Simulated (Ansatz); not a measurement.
# Sn5H: competing structures

All numbers below come from DFT PBE, scalar-relativistic, plane waves, PAW (Ansatz). All cells share a 420 eV cutoff and Γ-centred k meshes spaced at most about 0.3 Å⁻¹ (about 0.25 or finer for metals, 2π included). No spin polarisation.

Energies over the elements count from the elements' standard structures at the same level (H₂ as a molecule), with no fitted energy shifts. The references include grey tin.

These are static total energies at zero pressure. Larger cells and other orderings weren't all tried, so the list isn't exhaustive. For metals, differences of a few meV/atom aren't resolved. Weakly bound directions are ill-defined at this level, which has no dispersion term (P-3m1), and this can change margins and order among such cells. Kohn–Sham gaps at this level usually fall short of measured ones. With hydrogen, zero-point motion can shift formation energies by some tens of meV/atom.

Invented guesses were relaxed alike, and ends that match in structure were merged. ΔE counts from the first row. Coordination counts Sn atoms around H (those within 1.25 times the shortest such distance or 1.15 times the sum of covalent radii, 1.27 where that leaves under three; the shortest distance is added where it exceeds 1.18 times the sum of covalent radii). The ends were matched against large subsets of the Crystallography Open Database and the Materials Project, so a missing match doesn't prove that a structure is unreported.

```tsv
#	reached from	type and space group	atoms	Å³/atom	coordination	ΔE (meV/atom)	gap on mesh (eV)	in databases
1	a cell proposed by chemical analogy	P-3m1 (No. 164)	12	33.4	H 1	0	0.09	no match
2	random cell	R-3m (No. 166)	6	24.1	H 2	119	0.00	no match
3	a cell proposed by chemical analogy	I4/mmm (No. 139)	6	23.9	H 6	144	0.00	no match
4	a cell proposed by chemical analogy	P-6m2 (No. 187)	6	24.4	H 6 from 2.5 Å	151	0.00	no match
5	a cell proposed by chemical analogy	R-3m (No. 166)	6	23.8	H 6 from 2.5 Å	152	0.00	no match
```

The lowest: Space group P-3m1 (No. 164), trigonal, a = 4.710 Å, c = 20.851 Å. Sn on its first site is surrounded by 1 H at 1.75 Å and 3 Sn at 2.86 Å; Sn on its second site has 4 Sn at 2.87–2.88 Å; Sn on its third site is surrounded by 4 Sn at 2.86–2.87 Å; Sn on its fourth site has 4 Sn at 2.87–2.88 Å; around H lies 1 Sn at 1.75 Å; 1 more site not described. Its energy over the elements is +0.075 eV/atom. It can't be a ground state, since the elements alone are lower. An observed structure of this formula, if there is one, may be missing.

```cif
data_structure
_symmetry_space_group_name_H-M 'P-3m1'
_symmetry_Int_Tables_number 164
_cell_length_a 4.7104
_cell_length_b 4.7104
_cell_length_c 20.8509
_cell_angle_alpha 90.000
_cell_angle_beta 90.000
_cell_angle_gamma 120.000
_cell_volume 400.65
loop_
_atom_site_label
_atom_site_type_symbol
_atom_site_symmetry_multiplicity
_atom_site_Wyckoff_symbol
_atom_site_fract_x
_atom_site_fract_y
_atom_site_fract_z
_atom_site_occupancy
Sn1 Sn 2 d 0.66667 0.33333 0.38721 1
Sn2 Sn 2 c 0.00000 0.00000 0.79340 1
Sn3 Sn 2 c 0.00000 0.00000 0.65598 1
Sn4 Sn 2 d 0.66667 0.33333 0.83925 1
Sn5 Sn 2 d 0.33333 0.66667 0.02292 1
H1 H 2 d 0.66667 0.33333 0.47093 1
```

The second: Space group R-3m (No. 166), trigonal, a = 5.449 Å, c = 16.848 Å. Sn on a site of symmetry -3m is surrounded by 8 Sn at 3.09–3.25 Å; Sn on a site of symmetry 3m is surrounded by 5 Sn at 3.09–3.35 Å, 3 H at 3.16 Å and 3 Sn at 3.58 Å; Sn on a second site of symmetry 3m has 1 H at 1.98 Å, 4 Sn at 3.25–3.35 Å and 6 Sn at 3.55–3.58 Å; H is surrounded by 2 Sn at 1.98 Å and 6 Sn at 3.16 Å. Counting Sn atoms around H, the first has H 1 and the second has H 2. Cells relaxed within their symmetry can be saddle points.

Space group R-3m:H (No. 166). a = 5.449 Å, b = 5.449 Å, c = 16.848 Å, α = 90.00°, β = 90.00°, γ = 120.00°
| atom | site | symmetry | x | y | z |
| --- | --- | --- | --- | --- | --- |
| Sn | 3a | -3m | 0.0000 | 0.0000 | 0.0000 |
| Sn | 6c | 3m | 0.6667 | 0.3333 | 0.1501 |
| Sn | 6c | 3m | 0.3333 | 0.6667 | 0.2844 |
| H | 3b | -3m | 0.3333 | 0.6667 | 0.1667 |

Some types were kept out of the candidates beforehand, so the set may lack a known form.
